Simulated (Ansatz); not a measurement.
AlRu:

```
CELL_PARAMETERS angstrom
2.99160 0.00000 0.00000
0.00000 2.99160 0.00000
0.00000 0.00000 2.99160
ATOMIC_POSITIONS crystal
Ru 0.50000 0.50000 0.50000
Al 0.00000 0.00000 0.00000
```

Base run:

- Program: Ansatz 0.2.0
- Functional: PBE
- Potentials or basis: all-electron LAPW, scalar-relativistic
- Cutoff: 241 eV
- Density cutoff: 963 eV
- Basis error allowed: 0.001 eV/atom
- k mesh: 9 × 9 × 9
- Occupations: gaussian, width 0.1 eV
- Spin: no spin polarisation

Its results: band gap on the k mesh none (metal or under the smearing width); pressure 2.5 GPa.

Question: The run is repeated on the same cell with these changes: functional from PBE to LDA. What comes out?

Answer: Band gap on the k mesh none (metal or under the smearing width); pressure -8.2 GPa.

LDA binds more tightly than PBE, so the same cell stands under less pressure.

Not every run made on this cell is shown here.
